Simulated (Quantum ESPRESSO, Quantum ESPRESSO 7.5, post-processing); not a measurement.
**2H-WSe2, 1 layer, stepped through the share of short-range exact exchange**

What law, if any, do the results for 2H-WSe2, 1 layer follow against the share of short-range exact exchange?

Main program and level: Quantum ESPRESSO 7.5; plane-wave DFT, PBE, SG15 norm-conserving pseudopotentials (geometry by pw.x at PBE, GBRV ultrasoft).

Report form: the programs' logs are mostly left out.

### 1. Set-up

The cell holds 3 atoms: 2 Se and 1 W. Cell: a = 3.320 Å, b = 3.320 Å, c = 18.740 Å, α = 90.0°, β = 90.0°, γ = 120.0°. It derives from WSe2. Vacuum lies along c.

Set-up: Cell and atoms are relaxed under PBE (GBRV files) and held. Screened hybrids with norm-conserving files, screening 0.106 per bohr, fixed occupations, a 9×9×1 mesh with exchange on 3×3×1 q points. Levels count from the potential in the middle of the vacuum.

Members 0.15, 0.2 and 0.25 took the same steps and show in the table alone.

### 2. Relaxing cell and ions of the reference

What the set-up leaves free in this member is relaxed.

File ref.relax.in:

```
&control
  prefix = 'ref.relax'
  outdir = './out'
  pseudo_dir = './pseudo'
  nstep = 80
  forc_conv_thr = 0.0004
  calculation = 'vc-relax'
  etot_conv_thr = 1e-06
/
&system
  ibrav = 0
  nat = 3
  ntyp = 2
  ecutwfc = 50
  ecutrho = 250
  occupations = 'smearing'
  smearing = 'fd'
  degauss = 0.004
/
&electrons
  conv_thr = 1e-09
  mixing_beta = 0.4
  electron_maxstep = 120
  mixing_mode = 'plain'
/
&ions
/
&cell
  cell_dofree = '2Dxy'
  press_conv_thr = 0.3
/
ATOMIC_SPECIES
  Se  78.9710  se_pbe_v1.uspp.F.UPF
  W   183.8400  w_pbe_v1.2.uspp.F.UPF
CELL_PARAMETERS angstrom
  3.32000000000000 0.00000000000000 0.00000000000000
  -1.66000000000000 2.87520434056434 0.00000000000000
  0.00000000000000 0.00000000000000 18.74034793390490
ATOMIC_POSITIONS crystal
  Se  0.333333333300 0.666666666700 0.400206016796
  W   0.000000000000 0.000000000000 0.500000000000
  Se  0.333333333300 0.666666666700 0.599793983204
K_POINTS automatic
  12 12 1 0 0 0
```

On the command line:

```sh
$ OMP_NUM_THREADS=1 mpirun -n 4 pw.x -nk 4 -in ref.relax.in > ref.relax.out
```

Run time: 3.2 min. Hardware: 4 MPI ranks of Arm Neoverse V1, shared host; peak memory 0.9 GiB.

The steps of the relaxation:

```
step  energy less that of the first step (eV)  largest force (eV/Å)  volume (Å³)
   1                                   0.0000                2.5026       178.89
   2                                  -0.2503                1.8988       177.26
   3                                  -0.4333                1.1077       175.74
   4                                  -0.5059                0.1712       174.31
   5                                  -0.5115                0.0671       175.06
   6                                  -0.5147                0.1070       175.83
   7                                  -0.5176                0.0996       176.68
   8                                  -0.5205                0.0516       177.97
   9                                  -0.5210                0.0064       178.70
  10                                  -0.5210                0.0016       178.69
  11                                  -0.5209                0.0016       178.69
```

```
cell as run  before  after  change
      a (Å)   3.320  3.318  -0.1 %
      b (Å)   3.320  3.318  -0.1 %
```

The atoms that moved most (Å, along periodic axes as changes of fractional coordinates times the final cell, across vacuum about the mean position):

```
atom     dx     dy      dz  length
 Se3  0.000  0.000  -0.190   0.190
 Se1  0.000  0.000   0.190   0.190
```

Final coordinates:

```cif
data_structure
_symmetry_space_group_name_H-M 'P 1'
_symmetry_Int_Tables_number 1
_cell_length_a 3.3182
_cell_length_b 3.3182
_cell_length_c 18.7403
_cell_angle_alpha 90.000
_cell_angle_beta 90.000
_cell_angle_gamma 120.000
_cell_volume 178.69
loop_
_atom_site_label
_atom_site_type_symbol
_atom_site_fract_x
_atom_site_fract_y
_atom_site_fract_z
_atom_site_occupancy
Se1 Se 0.33333 0.66667 0.41033 1
W2 W 0.00000 0.00000 0.50000 1
Se3 Se 0.33333 0.66667 0.58967 1
```

 The last row is no step: it is a fresh SCF in the final cell with a new plane-wave basis, +0 meV from the row before.

Numbers from this step:

* free energy: -3353.3916 eV
* Fermi energy: 1.091 eV

### 3. SCF with pw.x, 0

The self-consistent run of this member.

Level of this step: plane-wave DFT, PBE, SG15 norm-conserving pseudopotentials (Quantum ESPRESSO 7.5).

File m0.scf.in:

```
&control
  prefix = 'm0.scf'
  outdir = './out'
  pseudo_dir = './pseudo'
  calculation = 'scf'
  tprnfor = .true.
/
&system
  ibrav = 0
  nat = 3
  ntyp = 2
  ecutwfc = 60
  ecutrho = 240
  occupations = 'fixed'
  nbnd = 23
/
&electrons
  conv_thr = 1e-08
  mixing_beta = 0.6
  electron_maxstep = 120
/
ATOMIC_SPECIES
  Se  78.9710  Se_ONCV_PBE-1.2.upf
  W   183.8400  W_ONCV_PBE-1.2.upf
CELL_PARAMETERS angstrom
  3.31815931000000 0.00000000000000 0.00000000000000
  -1.65907965500000 2.87361025600000 0.00000000000000
  0.00000000000000 0.00000000000000 18.74034793400000
ATOMIC_POSITIONS crystal
  Se  0.333333333300 0.666666666700 0.410331696300
  W   0.000000000000 0.000000000000 0.500000000000
  Se  0.333333333300 0.666666666700 0.589668303700
K_POINTS automatic
  9 9 1 0 0 0
```

On the command line:

```sh
$ OMP_NUM_THREADS=1 mpirun -n 4 pw.x -nk 4 -in m0.scf.in > m0.scf.out
```

It took 15 s on 4 MPI ranks; peak memory 0.43 GiB.

This step gave:

* free energy: -7917.2319 eV
* valence top, on the run's zero: 1.460 eV
* conduction bottom, on the run's zero: 3.026 eV
* gap by band count: 1.566 eV

### 4. Potential by pp.x, 0

plot_num = 11 writes the bare and Hartree potential, from which vacuum levels or, in a crystal, the mean potential are read.

File m0.pot.in:

```
&inputpp
  prefix = 'm0.scf'
  outdir = './out'
  filplot = 'm0.pot.dat'
  plot_num = 11
/
```

On the command line:

```sh
$ OMP_NUM_THREADS=1 mpirun -n 4 pp.x -in m0.pot.in > m0.pot.out
```

Elapsed: 0.72 s, on 4 MPI ranks; peak memory 0.09 GiB.

Read from the output:

| Property | Result |
| --- | --- |
| potential in the middle of the vacuum, over the valence top | 5.082 eV |

Electrostatic potential energy of an electron; zero at the highest filled level of the SCF mesh. Table of potential energy, planar mean by z:

```
z (Å)  potential energy, planar mean (eV)
  0.0                                5.08
  0.5                                5.08
  1.0                                5.08
  1.5                                5.08
  2.0                                5.08
  2.5                                5.08
  3.0                                5.08
  3.5                                5.08
  4.0                                5.08
  4.5                                5.08
  5.0                                5.06
  5.5                                5.00
  6.0                                4.74
  6.5                                3.55
  7.0                               -1.65
  7.5                               -15.4
  8.0                               -13.1
  8.5                               -5.25
  9.0                               -15.0
  9.5                               -21.7
 10.0                               -7.50
 10.5                               -7.49
 11.0                               -17.6
 11.5                               -7.78
 12.0                                1.96
 12.5                                4.39
 13.0                                4.92
 13.5                                5.05
 14.0                                5.07
 14.5                                5.08
 15.0                                5.08
 15.5                                5.08
 16.0                                5.08
 16.5                                5.08
 17.0                                5.08
 17.5                                5.08
 18.0                                5.08
 18.5                                5.08
```

### 5. Self-consistent run, 0.1

Level of this step: plane-wave DFT, screened hybrid with 0.1 exact exchange, SG15 norm-conserving pseudopotentials (Quantum ESPRESSO 7.5). input_dft overrides the functional of the files.

m1.scf.in, as its differences from the input of step 3:

```diff
@@ -1,3 +1,3 @@
 &control
-  prefix = 'm0.scf'
+  prefix = 'm1.scf'
   outdir = './out'
@@ -15,2 +15,8 @@
   nbnd = 23
+  input_dft = 'hse'
+  exx_fraction = 0.1
+  nqx1 = 3
+  nqx2 = 3
+  nqx3 = 1
+  ecutfock = 60
 /
```

On the command line:

```sh
$ OMP_NUM_THREADS=1 mpirun -n 4 pw.x -nk 4 -in m1.scf.in > m1.scf.out
```

The job ended after 1.9 min (4 MPI ranks; peak memory 3.6 GiB).

Numbers from this step:

- free energy: -7910.4966 eV
- valence top, on the run's zero: 1.241 eV
- conduction bottom, on the run's zero: 3.031 eV
- gap by band count: 1.790 eV

### 6. SCF with pw.x, 0.3

Level of this step: plane-wave DFT, screened hybrid with 0.3 exact exchange, SG15 norm-conserving pseudopotentials (Quantum ESPRESSO 7.5). input_dft overrides the functional of the files.

m5.scf.in, as its differences from the input of step 5:

```diff
@@ -1,3 +1,3 @@
 &control
-  prefix = 'm1.scf'
+  prefix = 'm5.scf'
   outdir = './out'
@@ -16,3 +16,3 @@
   input_dft = 'hse'
-  exx_fraction = 0.1
+  exx_fraction = 0.3
   nqx1 = 3
```

On the command line:

```sh
$ OMP_NUM_THREADS=1 mpirun -n 4 pw.x -nk 4 -in m5.scf.in > m5.scf.out
```

Wall time 3.4 min (4 MPI ranks); peak memory 3.6 GiB; 14 min of CPU time.

Numbers from this step:

```
free energy                          : -7897.1631 eV
valence top, on the run's zero       : 0.7734 eV
conduction bottom, on the run's zero : 3.042 eV
gap by band count                    : 2.268 eV
```

### 7. Ground state, 0.4

Level of this step: plane-wave DFT, screened hybrid with 0.4 exact exchange, SG15 norm-conserving pseudopotentials (Quantum ESPRESSO 7.5). input_dft overrides the functional of the files.

m6.scf.in, as its differences from the input of step 6:

```diff
@@ -1,3 +1,3 @@
 &control
-  prefix = 'm5.scf'
+  prefix = 'm6.scf'
   outdir = './out'
@@ -16,3 +16,3 @@
   input_dft = 'hse'
-  exx_fraction = 0.3
+  exx_fraction = 0.4
   nqx1 = 3
```

On the command line:

```sh
$ OMP_NUM_THREADS=1 mpirun -n 4 pw.x -nk 4 -in m6.scf.in > m6.scf.out
```

Wall time 4.1 min (4 MPI ranks); peak memory 3.6 GiB.

Read from the output:

- free energy: -7890.5667 eV
- valence top, on the run's zero: 0.5176 eV
- conduction bottom, on the run's zero: 3.050 eV
- gap by band count: 2.532 eV

### 8. The series side by side

The series in one table:

```
the share of short-range exact exchange (0.25 is HSE06, 0 is PBE)  gap on the mesh (eV)  vacuum level over the valence top (eV)
                                                                0                 1.566                                   5.082
                                                              0.1                  1.79                                   5.283
                                                             0.15                 1.905                                   5.386
                                                              0.2                 2.023                                   5.492
                                                             0.25                 2.144                                   5.601
                                                              0.3                 2.268                                   5.712
                                                              0.4                 2.532                                   5.948
```

### 9. The arithmetic

A line through all members has gap = 1.550 + 2.410 α eV and misses single members by up to 0.018 eV; a gap of 2.07 eV, 0.5 above the first member's, would need α = (2.07 − 1.550)/2.410 = 0.22.

### 10. Results

| Property | Result |
| --- | --- |
| gap at a share of 0.25 (HSE06) | 2.14 eV |
| gap on the mesh, at 0 and at 0.4 | 1.57, 2.53 eV |
| vacuum level over the valence top, at 0 and at 0.4 | 5.08, 5.95 eV |

The series holds 7 members; gap at a share of 0.25 (HSE06): 2.14 eV. From 0 to 0.4 the gap on the mesh rises from 1.57 to 2.53 eV. From 0 to 0.4 the vacuum level over the valence top rises from 5.08 to 5.95 eV. The valence top sinks by 2.16 eV and the gap opens by 2.41 eV per unit share, so the valence top carries 90 % of the opening. Gaps are those of the mesh; no spin-orbit coupling; the q mesh was not tested; the geometry stays that of PBE.

[Logs are printed without paths, hosts, clocks, repeated set-up lines and the standing remarks that a program may print on its own settings, such as how far it seeks lower states.]

[Hosts, paths, dates, database ids (printed as entryN), source tags and the programs' standing remarks are cut or masked in the printed files.]

[Maps of the electrostatic potential energy from Ansatz leave out the sawtooth potential of an applied field or a dipole correction, so their vacuum need not be flat; planar profiles and work functions include it.]
